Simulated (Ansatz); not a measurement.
Runs of Ansatz 0.2.0 on Eu. The structure is cubic, space group Im-3m (No. 229). Conventional cell: a = 4.606 Å, b = 4.606 Å, c = 4.606 Å, α = 90.00°, β = 90.00°, γ = 90.00°. Around Eu (site symmetry m-3m) lie 8 Eu at 3.99 Å. 

```csv
task,level,potentials or basis,spin,U,fixed moment (μB),cell,k mesh,cutoff (eV),smearing,moments locked,scf convergence dr2 threshold,scf n extra bands,start of the occupations,double counting,basis error allowed,other keys,gap on the mesh (eV),pressure (GPa),moment (μB)
projected density of states,PBEsol+D3(BJ)+ATM,"all-electron LAPW, Dirac moment of small components","collinear, random start, moments held on the sites",-,-,cell strained at random at fixed volume,6 × 6 × 6,167,fermi-dirac 0.15 eV,"each atom's moment, at its start value",-,-,-,-,0.001 eV/atom,-,none,-,0.66
band structure,RPBE+U,"all-electron LAPW, Dirac moment of small components","collinear, random start",Eu f U = 6 eV,2.0,cell strained at random,6 × 6 × 6,151,fermi-dirac 0.1 eV,-,-,-,auto,fll,0.002 eV/atom,scf.mixing.algorithm = msr1; scf.mixing.beta = 0.05; …,-,0.8,-
projected density of states,revPBE+U,"all-electron LAPW, inner shells corrected to Dirac's equation","collinear, ferromagnetic start",Eu f U = 6 eV,-,as given,8 × 8 × 8,157,methfessel-paxton 0.025 eV,-,-,-,low_spin,fll,0.001 eV/atom,-,-,(a),7.41
density of states,LDA+U,"all-electron LAPW, non-relativistic","collinear, ferromagnetic start, moments held on the sites",Eu f U = 5 eV,-,cell strained at random,6 × 6 × 6,133,fermi-dirac 0.05 eV,"each atom's moment, at its start value",-,-,random,fll,0.0005 eV/atom,hamiltonian.pseudopotentials.lapw.basis_error = 0.0005,none,-,7.04
```

Estimate the missing entries.

(a) 0.5.

Caveats: an open f shell can end in a state above the lowest; spin-orbit coupling is left out, which moves the levels of the heavy elements; the k mesh is thin for a metal, which can move the energy by tens of meV per atom (some runs); the magnetic state may not be the lowest (some runs); U is the effective U less J, on atomic orbitals that reach past the spheres (some runs); the SCF stop doesn't bound the stress (some runs); each atom's moment is held at its typed value, so this isn't a free magnetic state (some runs).

A k mesh can miss the band edges, and the runs leave out spin-orbit coupling on Eu.

A gap of «none» marks a metal or a gap under the smearing width.
